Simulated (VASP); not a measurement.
Crystal: PtS2.

```xyz
3
Lattice="3.5432 0.0000 0.0000 -1.7716 3.0685 0.0000 0.0000 0.0000 5.0388" Properties=species:S:1:pos:R:3 pbc="T T T"
Pt    0.0000    0.0000    0.0000
S     1.7716    1.0228    3.8950
S     0.0000    2.0457    1.1438
```

| Quantity | Value |
| --- | --- |
| Program | VASP 6.6.1 |
| Task | relaxation of cell and atoms |
| Functional | vdW-DF |
| Potentials or basis | VASP PAW PBE potentials, release 64 (Pt, S) |
| Cutoff | 600 eV |
| k mesh | 9 × 9 × 5 |
| Occupations | fermi-dirac, width 0.05 eV |
| Spin | no spin polarisation |

At the start: pressure 17.4 GPa; volume 18.26 Å³/atom.

**Question.** How do energy, volume and symmetry change on relaxing?

**Answer.** Over 19 steps the energy falls by 125.6 meV/atom and the volume is 21.44 Å³/atom (+17.4 %); space group P-3m1 (No. 164, to 0.05 Å).

Step by step:
| step | energy change (eV) | largest force (eV/Å) | pressure (GPa) | volume (Å³) |
| --- | --- | --- | --- | --- |
| 1 | 0.0000 | 1.8796 | 17.37 | 54.78 |
| 2 | 0.3766 | 1.6009 | -13.98 | 72.02 |
| 3 | -0.3456 | 0.0044 | -0.65 | 60.90 |
| 4 | -0.3465 | 0.0633 | -0.31 | 60.65 |
| 5 | -0.3466 | 0.1055 | 0.07 | 60.47 |
| 6 | -0.3567 | 0.0090 | 0.16 | 60.54 |
| 7 | -0.3625 | 0.1316 | 0.28 | 60.62 |
| 8 | -0.3650 | 0.1314 | 0.09 | 60.98 |
| 9 | -0.3706 | 0.1341 | -0.40 | 62.08 |
| 10 | -0.3737 | 0.1369 | -1.18 | 64.29 |
| 11 | -0.3746 | 0.1139 | -1.00 | 64.34 |
| 12 | -0.3763 | 0.0360 | -0.45 | 64.47 |
| 13 | -0.3747 | 0.1216 | 0.69 | 64.71 |
| 14 | -0.3765 | 0.0067 | -0.15 | 64.53 |
| 15 | -0.3765 | 0.0044 | -0.20 | 64.53 |
| 16 | -0.3765 | 0.0135 | -0.31 | 64.50 |
| 17 | -0.3765 | 0.0014 | -0.20 | 64.52 |
| 18 | -0.3766 | 0.0024 | -0.18 | 64.47 |
| 19 | -0.3767 | 0.0043 | -0.10 | 64.32 |

Final structure:
```cif
data_structure
_symmetry_space_group_name_H-M 'P 1'
_symmetry_Int_Tables_number 1
_cell_length_a 3.6217
_cell_length_b 3.6217
_cell_length_c 5.6622
_cell_angle_alpha 90.000
_cell_angle_beta 90.000
_cell_angle_gamma 120.000
_cell_volume 64.32
loop_
_atom_site_label
_atom_site_type_symbol
_atom_site_fract_x
_atom_site_fract_y
_atom_site_fract_z
_atom_site_occupancy
Pt1 Pt 0.00000 0.00000 0.00000 1
S1 S 0.66667 0.33333 0.77804 1
S2 S 0.33333 0.66667 0.22196 1
```

Caveat: the volume moved by over 15 % at a fixed basis, so the end points are rough; the PAW data sets were made with another functional, which shifts forces and pressure a little; the volume moved by +17 % from the deposited cell, more than functionals usually miss.
